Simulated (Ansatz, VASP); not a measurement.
## Zn: VASP beside Ansatz

The input INCAR:

```
ALGO = Normal ; EDIFF = 1E-6
ENCUT = 520 ; GGA = PS
ISIF = 2 ; ISMEAR = -1
LASPH = T ; LCHARG = F
LREAL = F ; LWAVE = F
NBANDS = 19 ; NELM = 80
PREC = Accurate ; SIGMA = 0.05
```

Contents of KPOINTS:

```
k-points
0
Gamma
  11 11 6
```

The input POSCAR:

```
Zn
1.0
    2.6520799970      0.0000000000      0.0000000000
   -1.3260399985      2.2967686502      0.0000000000
    0.0000000000      0.0000000000      4.9326701367
Zn
2
Direct
    0.6666666667      0.3333333333      0.7500000000
    0.3333333333      0.6666666667      0.2500000000
```

input.yaml

```yaml
crystal:
  lattice:
    - [2.652079997, 0.0, 0.0]
    - [-1.3260399985, 2.2967686502, 0.0]
    - [0.0, 0.0, 4.9326701367]
  atoms:
    - { symbol: Zn, position: [0.6666666667, 0.3333333333, 0.75] }
    - { symbol: Zn, position: [0.3333333333, 0.6666666667, 0.25] }
kpoints:
  mp_grid: { grid: [11, 11, 6] }
scf:
  occupations: { method: fermi_dirac, width: 0.05 }
hamiltonian:
  xc: pbesol
  pseudopotentials: { kind: all_electron, lapw: { basis_error: 0.001 } }
output:
  forces: true
  stress: true
  eigenvalues: true
```

Change from the starting cell: volume scaled by 0.98.

Alike in both runs: task single point; functional PBEsol; k mesh 11 × 11 × 6; occupations fermi-dirac, width 0.05 eV; no spin polarisation.

|  | VASP | Ansatz |
| --- | --- | --- |
| version | VASP 6.6.1 | Ansatz 0.2.0 |
| potentials or method | VASP PAW PBE potentials, release 64 (Zn) | all-electron LAPW, scalar-relativistic |
| plane-wave cutoff (eV) | 520 | see its input |

```tsv
	VASP	Ansatz	Ansatz less VASP
gap on the k mesh at the Fermi level (eV)	none	none	-
pressure (GPa)	-3.9	-4.3	-0.36
largest component of the traceless stress (GPa)	0.50	0.39	-0.109
```

A gap of «none» marks a metal or a gap that the smearing closes. Ansatz ran all-electron here, so the differences hold the error of VASP's frozen core and of both bases.

Caveats: the PAW data sets were made with another functional, which shifts forces and pressure a little (VASP).
